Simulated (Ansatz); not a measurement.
TaN under pressure

Theory: DFT PBE, scalar-relativistic, plane waves, PAW (Ansatz). Plane waves to 420 eV; Γ-centred k mesh 18×18×14; Fermi-Dirac smearing of 0.15 eV. No spin polarisation. Phonons by linear response, acoustic sum rule imposed.

Equilibrium structure at this level:
```cif
data_structure
_symmetry_space_group_name_H-M 'P 1'
_symmetry_Int_Tables_number 1
_cell_length_a 2.9505
_cell_length_b 2.9505
_cell_length_c 2.8974
_cell_angle_alpha 90.000
_cell_angle_beta 90.000
_cell_angle_gamma 120.000
_cell_volume 21.84
loop_
_atom_site_label
_atom_site_type_symbol
_atom_site_fract_x
_atom_site_fract_y
_atom_site_fract_z
_atom_site_occupancy
Ta1 Ta 0.33333 0.66667 0.50000 1
N1 N 0.00000 0.00000 0.00000 1
```

In a metal, frequencies and elastic constants depend on the k mesh and the smearing, soft modes and shear constants most. Spin–orbit coupling is left out, which matters for heavy elements. A semilocal functional can close a gap that the real compound has.

Optical modes at Γ (cm⁻¹) at zero pressure: 510, 530.

**Question.** Under hydrostatic pressure the same modes lie at 615, 675 cm⁻¹. What is the pressure, and how much has the cell shrunk?

**Answer.** 50 GPa; the volume is 10.9 % smaller.

This form isn't the usual stable structure of the compound at low pressure.

Cost: 2 runs of about 4.1 core-minutes in all, on Intel Xeon Platinum 8488C (Sapphire Rapids), Intel Xeon Processor @ 2.50GHz (Skylake/Cascade Lake) (shared hosts).